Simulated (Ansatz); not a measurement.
Relaxed Li$_{2}$O (anti-fluorite):

```yaml
crystal:
  lattice:
    - [0.00000, 4.57275, 4.57275]
    - [2.28637, 0.00000, 2.28637]
    - [2.28637, 2.28637, 0.00000]
  atoms:
    - { symbol: O, position: [0.00000, 0.00000, 0.00000] }
    - { symbol: O, position: [0.50000, 0.00000, 0.00000] }
    - { symbol: Li, position: [0.12500, 0.25000, 0.25000] }
    - { symbol: Li, position: [0.62500, 0.25000, 0.25000] }
    - { symbol: Li, position: [0.37500, 0.75000, 0.75000] }
    - { symbol: Li, position: [0.87500, 0.75000, 0.75000] }
```

A phonon eigenvector at L = (0.5, 0.0, 0.0) is frozen into this cell: atom i moves by Q times the vector below, so Q is the largest atomic displacement, in Å. The cell is held. (q is in reciprocal vectors of the primitive cell; the cell shown is doubled to hold the pattern.)

```csv
atom,x,y,z
O1,0.475,-0.475,-0.475
O2,-0.475,0.475,0.475
Li3,-0.577,0.577,0.577
Li4,0.577,-0.577,-0.577
Li5,0.577,-0.577,-0.577
Li6,-0.577,0.577,0.577
```

Computed with r2SCAN (plane waves to 500 eV, PAW, scalar-relativistic; Ansatz, an electronic-structure program). k mesh 6×12×12 (Γ-centred), Fermi-Dirac smearing 0.05 eV. Energies are smeared free energies. Li2O was relaxed with its symmetry unable to fall. The zero of ΔE is the undisplaced structure.

```json
[
 {"Q (Å)": "-0.180", "ΔE (meV/cell)": "982"},
 {"Q (Å)": "-0.150", "ΔE (meV/cell)": "688"},
 {"Q (Å)": "-0.120", "ΔE (meV/cell)": "withheld"},
 {"Q (Å)": "-0.090", "ΔE (meV/cell)": "251"},
 {"Q (Å)": "-0.060", "ΔE (meV/cell)": "112"},
 {"Q (Å)": "-0.030", "ΔE (meV/cell)": "28"},
 {"Q (Å)": "0.000", "ΔE (meV/cell)": "0"},
 {"Q (Å)": "0.030", "ΔE (meV/cell)": "28"},
 {"Q (Å)": "0.060", "ΔE (meV/cell)": "112"},
 {"Q (Å)": "0.090", "ΔE (meV/cell)": "251"},
 {"Q (Å)": "0.120", "ΔE (meV/cell)": "withheld"},
 {"Q (Å)": "0.150", "ΔE (meV/cell)": "688"},
 {"Q (Å)": "0.180", "ΔE (meV/cell)": "982"}
]
```

Task: Fit an even polynomial form (powers 2, 4) to the given rows and predict ΔE at Q = -0.120.

Result: Least squares on the 11 given rows: ΔE = (31200)·Q² + (-27600)·Q⁴, in meV/cell with Q in Å; root-mean-square residual 0.1 meV/cell. At -0.120 the fit gives 444 meV/cell; the calculation gives 443 meV/cell, so the interpolation is off by 1 (+0.2 %). The quadratic term alone would give 449 meV/cell.

(For displaced atoms, the force is minus the slope of the energy, and its curvature is a force constant, which sets phonon frequencies.)
